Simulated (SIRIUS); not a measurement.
## PbS (Galena) under changes of volume

One of the cells (26.607 Å³/atom); the others are scaled copies at fixed shape and fractional positions:

```
Pb S
1.0
     0.00000    2.98539    2.98539
     2.98539    0.00000    2.98539
     2.98539    2.98539    0.00000
Pb S
1 1
Direct
  0.00000 0.00000 0.00000
  0.50000 0.50000 0.50000
```

| Item | Value |
| --- | --- |
| Program | SIRIUS 7.10.0 |
| Functional | PBEsol |
| Potentials or basis | PseudoDojo 0.4.1 PBEsol standard (scalar relativistic) |
| Cutoff | 765 eV |
| Density cutoff | 3061 eV |
| k mesh | 8 × 8 × 8 |
| Occupations | fermi-dirac, width 0.05 eV |
| Spin | no spin polarisation |

| volume (Å³/atom) | energy over the lowest point (meV/atom) | pressure (GPa) | gap on the mesh (eV) |
| --- | --- | --- | --- |
| 24.521 | 11.17 | 3.1 | 0.01 |
| 25.042 | 3.37 | 1.7 | 0.10 |
| 25.564 | 0.00 | 0.4 | 0.18 |
| 26.607 | 5.07 | -1.9 | 0.33 |
| 27.129 | ? | ? | ? |
| 27.651 | 23.43 | -3.7 | 0.46 |

What does the run at 27.129 Å³/atom give?

Energy over the lowest point 12.76 meV/atom; pressure -2.8 GPa; gap on the mesh 0.40 eV.

Worked out: A Birch-Murnaghan fit of order 3 (a polynomial in V^(-2/3)) to the other rows has its minimum at 25.73 Å³/atom with B0 = V·E''(V) = 59 GPa and B' = 3.9. It gives 12.75 meV/atom at 27.129 Å³/atom, against the run's 12.76, and -dE/dV = -2.8 GPa, against -2.8.

Energies are extrapolated to zero smearing.

Caveats: spin-orbit coupling is left out, which as a rule narrows the gap of such compounds by several tenths of an eV.

A mesh can miss the band edges.
